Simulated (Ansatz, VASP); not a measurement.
**Pb in VASP and in Ansatz**

Contents of INCAR:

```
ALGO = Normal ; EDIFF = 1E-7
ENCUT = 520 ; GGA = PE
ISIF = 2 ; ISMEAR = -1
LASPH = True ; LCHARG = True
LELF = True ; LREAL = False
LVHAR = True ; LWAVE = False
NBANDS = 21 ; NELM = 100
PREC = Accurate ; SIGMA = 0.05
```

Contents of KPOINTS:

```
k-points
0
Gamma
  12 12 7
```

Contents of POSCAR:

```
Pb
1.0
    3.4104006768      0.0000000000      0.0000000000
   -1.7052003384      2.9534936231      0.0000000000
    0.0000000000      0.0000000000      5.5900000000
Pb
2
Direct
    0.3333333333      0.6666666667      0.2500000000
    0.6666666667      0.3333333333      0.7500000000
```

Input for Ansatz:

```yaml
crystal:
  lattice:
    - [3.4104006768, 0.0, 0.0]
    - [-1.7052003384, 2.9534936231, 0.0]
    - [0.0, 0.0, 5.59]
  atoms:
    - { symbol: Pb, position: [0.3333333333, 0.6666666667, 0.25] }
    - { symbol: Pb, position: [0.6666666667, 0.3333333333, 0.75] }
kpoints:
  mp_grid: { grid: [12, 12, 7] }
  band_path:
    path:
      - [0.0, 0.0, 0.0]
      - [0.5, 0.0, 0.0]
      - [0.3333333333, 0.3333333333, 0.0]
      - [0.0, 0.0, 0.0]
      - [0.0, 0.0, 0.5]
      - [0.5, 0.0, 0.5]
      - [0.3333333333, 0.3333333333, 0.5]
      - [0.0, 0.0, 0.5]
      - [0.5, 0.0, 0.5]
    npoints: 5
scf:
  occupations: { method: fermi_dirac, width: 0.05 }
hamiltonian:
  xc: pbe
  pseudopotentials: { kind: all_electron, lapw: { basis_error: 0.0005 } }
output:
  forces: true
  stress: true
  eigenvalues: true
```

Change from the starting cell: equal xx and yy strain of -2 %.

Alike in both runs: task single point; functional PBE; k mesh 12 × 12 × 7; occupations fermi-dirac, width 0.05 eV; no spin polarisation.

|  | VASP | Ansatz |
| --- | --- | --- |
| version | VASP 6.6.1 | Ansatz 0.2.0 |
| potentials or method | VASP PAW PBE potentials, release 64 (Pb_d) | all-electron LAPW, scalar-relativistic |
| plane-wave cutoff (eV) | 520 | see its input |

```csv
,VASP,Ansatz,Ansatz less VASP
pressure (GPa),6.6,6.7,+0.07
largest component of the traceless stress (GPa),0.09,0.12,+0.031
```

Ansatz ran all-electron here, so the differences hold the error of VASP's frozen core and of both bases.

Spin-orbit coupling is left out, which matters for the levels of Pb.
